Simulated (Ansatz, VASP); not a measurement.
One calculation of BN, two programs

Contents of INCAR:

```
  PREC = Accurate
  ENCUT = 520
  EDIFF = 1E-6
  ISMEAR = -1
  SIGMA = 0.05
  LREAL = False
  LASPH = True
  NELM = 60
  ALGO = Normal
  ISIF = 2
  LWAVE = False
  LCHARG = False
  GGA = PE
```

The input KPOINTS:

```
Automatic mesh
0
Gamma
  9 9 5
```

POSCAR

```
BN
1.0
    2.5539396017      0.0255393960      0.0000000000
   -1.2548520352      2.1990068768      0.0000000000
    0.0000000000      0.0000000000      4.2268550000
N B
2 2
Direct
    0.3333333333      0.6666666667      0.1252760000
    0.6666666667      0.3333333333      0.6252760000
    0.3333333333      0.6666666667      0.4997240000
    0.6666666667      0.3333333333      0.9997240000
```

File input.yaml:

```yaml
crystal:
  lattice:
    - [2.5539396017, 0.025539396, 0.0]
    - [-1.2548520352, 2.1990068768, 0.0]
    - [0.0, 0.0, 4.226855]
  atoms:
    - { symbol: "N", position: [0.3333333333, 0.6666666667, 0.125276] }
    - { symbol: "N", position: [0.6666666667, 0.3333333333, 0.625276] }
    - { symbol: B, position: [0.3333333333, 0.6666666667, 0.499724] }
    - { symbol: B, position: [0.6666666667, 0.3333333333, 0.999724] }
hamiltonian:
  xc: pbe
  pseudopotentials: { kind: paw }
kpoints:
  mp_grid: { grid: [9, 9, 5] }
scf:
  occupations: { method: fermi_dirac, width: 0.05 }
output:
  forces: true
  stress: true
  eigenvalues: true
```

Change from the starting cell: strain = 0.02.

Alike in both runs: task single point; functional PBE; k mesh 9 × 9 × 5; occupations fermi-dirac, width 0.05 eV; no spin polarisation.

```csv
,VASP,Ansatz
version,VASP 6.6.1,Ansatz 0.2.0
potentials or method,"VASP PAW PBE potentials, release 64 (N, B)",Ansatz PAW
plane-wave cutoff (eV),520,420
valence electrons in the cell,16,16
```

|  | VASP | Ansatz | Ansatz less VASP |
| --- | --- | --- | --- |
| gap on the k mesh at the Fermi level (eV) | 5.14 | 5.15 | +0.017 |
| least direct gap on the mesh (eV) | 8.06 | 8.07 | +0.012 |
| pressure (GPa) | 0.3 | 0.1 | -0.23 |
| largest component of the traceless stress (GPa) | 8.19 | 8.14 | -0.051 |
| rms of the force components (eV/Å) | 0.040 | 0.039 | -0.0015 |

Atom by atom the forces differ by 0.002 eV/Å (rms over components).

Caveats: an odd mesh through Γ misses points on the zone boundary, where band edges often lie (VASP); odd divisions of the mesh miss points on the zone boundary, where band edges often lie, so the gap on the mesh can be too wide (Ansatz); the pressure holds a Pulay correction of +1.1 GPa for the finite cutoff (Ansatz).
